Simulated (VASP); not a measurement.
The system is Au.

```
CELL_PARAMETERS angstrom
-1.61981 1.61981 1.61981
1.61981 -1.61981 1.61981
1.61981 1.61981 -1.61981
ATOMIC_POSITIONS crystal
Au 0.00000 0.00000 0.00000
```

This isn't the form of Au at room conditions, which is fcc.

| Item | Value |
| --- | --- |
| Program | VASP 6.6.1 |
| Task | relaxation of cell and atoms |
| Functional | PBE |
| Potentials or basis | VASP PAW PBE potentials, release 64 (Au) |
| Cutoff | 600 eV |
| k mesh | 18 × 18 × 18 |
| Occupations | gaussian, width 0.1 eV |
| Spin | no spin polarisation |

At the start: pressure 9.2 GPa; volume 17.00 Å³/atom.

Problem. Where does the relaxation end?

Solution. Over 4 steps the energy falls by 25.8 meV/atom and the volume is 17.97 Å³/atom (+5.7 %); space group Im-3m (No. 229, to 0.05 Å).

Step by step:
| step | energy change (eV) | largest force (eV/Å) | pressure (GPa) | volume (Å³) |
| --- | --- | --- | --- | --- |
| 1 | 0.0000 | 0.0000 | 9.15 | 17.00 |
| 2 | 0.0208 | 0.0000 | -8.76 | 19.50 |
| 3 | -0.0258 | 0.0000 | -0.15 | 17.99 |
| 4 | -0.0258 | 0.0000 | 0.00 | 17.97 |

Final structure:
```yaml
crystal:
  lattice:
    - [-1.64996, 1.64996, 1.64996]
    - [1.64996, -1.64996, 1.64996]
    - [1.64996, 1.64996, -1.64996]
  atoms:
    - { symbol: Au, position: [0.00000, 0.00000, 0.00000] }
```
